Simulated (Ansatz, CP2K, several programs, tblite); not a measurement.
Energy against volume for FeS2 (Pa-3) from a database structure, at fixed shape and fractional coordinates, computed by several methods (PBE and r2SCAN, where shown, with plane waves in Ansatz); the cell shown is that of r2SCAN. With free coordinates or axes held, a curve is too stiff, and on another method's shape its minimum isn't the method's own volume. The symmetry is Pa-3 (No. 205, cubic); a = 5.403 Å in the conventional setting, 13.14 Å³ an atom. Around Fe lie 6 S at 2.26 Å; around S lie 1 S at 2.15 Å and 3 Fe at 2.26 Å. The values are computed, spin-unpolarised, and not measurements. Energies count from each curve's lowest point; fits are third-order Birch-Murnaghan.

```cif
data_structure
_symmetry_space_group_name_H-M 'Pa-3'
_symmetry_Int_Tables_number 205
_cell_length_a 5.4030
_cell_length_b 5.4030
_cell_length_c 5.4030
_cell_angle_alpha 90.000
_cell_angle_beta 90.000
_cell_angle_gamma 90.000
_cell_volume 157.73
loop_
_atom_site_label
_atom_site_type_symbol
_atom_site_symmetry_multiplicity
_atom_site_Wyckoff_symbol
_atom_site_fract_x
_atom_site_fract_y
_atom_site_fract_z
_atom_site_occupancy
Fe1 Fe 4 a 0.00000 0.50000 0.50000 1
S1 S 8 c 0.38499 0.11501 0.88499 1
```

light PBE (260 eV, its own mesh), on the shape of the cell shown:
```csv
V (Å³/atom),E (meV/atom)
12.092,96.39
12.618,58.22
13.144,33.48
13.670,0.00
14.195,7.48
14.721,69.11
```
The points scatter about a smooth fit, as a low cutoff and a light mesh can make them, so no fit is quoted.

GFN1-xTB (tblite), on the shape of the cell shown, as a cluster of 96 atoms at the zone centre:
```
V (Å³/atom)  E (meV/atom)
     11.567         56.69
     12.355          3.30
     13.144          0.00
     13.933         32.17
     14.721         89.96
```
V₀ = 12.80 Å³ an atom and B₀ = 135 GPa.

PBE/DZVP (CP2K), on the shape of the cell shown:

| V (Å³/atom) | E (meV/atom) |
| --- | --- |
| 11.567 | 134.18 |
| 12.355 | 32.44 |
| 13.144 | 0.00 |
| 13.933 | 16.31 |
| 14.721 | 67.32 |

V₀ = 13.23 Å³ an atom and B₀ = 159 GPa.

GFN2-xTB (tblite), on the shape of the cell shown, as a cluster of 96 atoms at the zone centre:
```csv
V (Å³/atom),E (meV/atom)
11.567,0.00
12.355,315.66
13.144,560.54
13.933,774.03
14.721,1059.64
```
The lowest point is an end point, so the minimum isn't bracketed.

PBE/SZV (CP2K), on the shape of the cell shown:
```csv
V (Å³/atom),E (meV/atom)
11.567,480.49
12.355,236.02
13.144,91.39
13.933,19.01
14.721,0.00
```
The lowest point is an end point, so the minimum isn't bracketed.
